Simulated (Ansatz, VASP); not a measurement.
One calculation of Al, two programs

The input INCAR:

```
SYSTEM = Al
PREC = Accurate
ENCUT = 520
EDIFF = 1E-7
ISMEAR = 0
SIGMA = 0.1
LREAL = .FALSE.
LASPH = .TRUE.
NELM = 60
ALGO = Normal
ISIF = 2
LWAVE = .FALSE.
LCHARG = .FALSE.
GGA = RP
NBANDS = 8
```

The input KPOINTS:

```
Automatic mesh
0
G
  14 14 14
  0 0 0
```

File POSCAR:

```
Al
1.0
    0.0000000000      2.0248050000      2.0248050000
    2.0248050000      0.0000000000      2.0248050000
    2.0248050000      2.0248050000      0.0000000000
Al
1
Direct
    0.0000000000      0.0000000000      0.0000000000
```

Input for Ansatz:

```yaml
crystal:
  lattice:
    - [0.0, 2.024805, 2.024805]
    - [2.024805, 0.0, 2.024805]
    - [2.024805, 2.024805, 0.0]
  atoms:
    - { symbol: Al, position: [0.0, 0.0, 0.0] }
kpoints:
  mp_grid:
    grid: [14, 14, 14]
hamiltonian:
  xc: rpbe
  pseudopotentials:
    kind: paw
scf:
  occupations:
    method: gaussian
    width: 0.1
output:
  stress: true
```

Alike in both runs: task single point; functional RPBE; k mesh 14 × 14 × 14; occupations gaussian, width 0.1 eV; no spin polarisation.

|  | VASP | Ansatz |
| --- | --- | --- |
| version | VASP 6.6.1 | Ansatz 0.2.0 |
| potentials or method | VASP PAW PBE potentials, release 64 (Al) | plane waves, PAW |
| plane-wave cutoff (eV) | 520 | 420 |
| valence electrons in the cell | 3 | 3 |

VASP gave:

```
pressure (GPa) : 0.5
```

Task: What did Ansatz give for the same quantities?

Result: Pressure (GPa): 0.7.

The functional is the same, so the differences come from potentials, cutoffs and numerics.

Caveats: the PAW data sets were made with another functional, which shifts forces and pressure a little (VASP).
